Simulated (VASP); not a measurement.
A run of VASP 6.6.1 is set up as follows.

Contents of INCAR:

```
SYSTEM = NiO
ALGO     = Normal         ! electronic algorithm
EDIFF    = 1E-7           ! SCF threshold, eV
ENCUT    = 520            ! plane-wave cutoff, eV
ISIF     = 2              ! what is computed and relaxed
ISMEAR   = -1             ! smearing method
ISPIN    = 2              ! spin polarisation
LASPH    = .True.         ! aspherical terms in the spheres
LCHARG   = .False.        ! write CHGCAR
LDAU     = .True.         ! DFT+U
LDAUJ    = 0 0          
LDAUL    = 2 -1           ! shell
LDAUPRINT= 1            
LDAUTYPE = 2            
LDAUU    = 6 0            ! U, eV
LMAXMIX  = 4              ! l up to which the mixer works
LORBIT   = 11             ! projections on sites
LREAL    = .False.        ! projectors in reciprocal space
LWAVE    = .False.        ! write WAVECAR
MAGMOM   = 0.03 -0.79 0 0 ! initial moments
NELM     = 150            ! most SCF steps
PREC     = Accurate       ! precision mode
SIGMA    = 0.05           ! smearing width, eV
```

The input KPOINTS:

```
k-points
0
Gamma
  7 7 7
  0 0 0
```

File POSCAR:

```
NiO
1.0
    0.0000000000      2.5046153800      2.5046153800
    2.5046153800      0.0000000000      2.5046153800
    2.5046153800      2.5046153800      0.0000000000
Ni O
2 2
Direct
    0.0000000000      0.0000000000      0.0000000000
    0.5000000000      0.5000000000      0.5000000000
    0.2500000000      0.2500000000      0.2500000000
    0.7500000000      0.7500000000      0.7500000000
```

Potentials or basis: VASP PAW LDA potentials, release 64 (Ni, O).

Launch:

```console
$ cat potpaw_LDA.64/Ni/POTCAR potpaw_LDA.64/O/POTCAR > POTCAR
$ mpirun -np 1 vasp_std > vasp.out
```

Question: Predict the pressure.

Answer: -4.2 GPa.

Question: What does it give for the site moments?

Answer: Ni +1.36, -1.36; O +0.00 μB.

Eigenvalues of the final occupation matrices:
| site | spin | trace | eigenvalues |
| --- | --- | --- | --- |
| site 1 d | 1 | 4.95 | 0.98 0.98 1.00 1.00 1.00 |
| site 1 d | 2 | 3.59 | 0.55 0.55 0.55 0.97 0.97 |
| site 2 d | 1 | 3.59 | 0.55 0.55 0.55 0.97 0.97 |
| site 2 d | 2 | 4.95 | 0.98 0.98 1.00 1.00 1.00 |

The state reached can hang on the start; a lower one may exist.
